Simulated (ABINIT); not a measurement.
The system is CuAu.

```
CELL_PARAMETERS angstrom
2.81075 0.00000 0.00000
0.00000 2.81075 0.00000
0.00000 0.00000 3.68500
ATOMIC_POSITIONS crystal
Au 0.00000 0.00000 0.00000
Cu 0.50000 0.50000 0.50000
```

Base run:

* Program: ABINIT 10.8.3 (patched build)
* Functional: PBEsol
* Potentials or basis: JTH PAW PBE v2.0
* Cutoff: 844 eV
* k mesh: 9 × 9 × 7
* Occupations: fermi-dirac, width 0.05 eV
* Spin: no spin polarisation

Its results: band gap on the k mesh none (metal or under the smearing width); pressure -3.7 GPa.

The run is repeated on the same cell with these changes: functional from PBEsol to revPBE. What comes out?

Band gap on the k mesh none (metal or under the smearing width); pressure 7.4 GPa.

revPBE binds less tightly than PBEsol, so the same cell stands under more pressure.

Caveats: the PAW data sets were made with another functional, which shifts forces and pressure a little; spin-orbit coupling is left out, which moves the levels of the heavy elements.
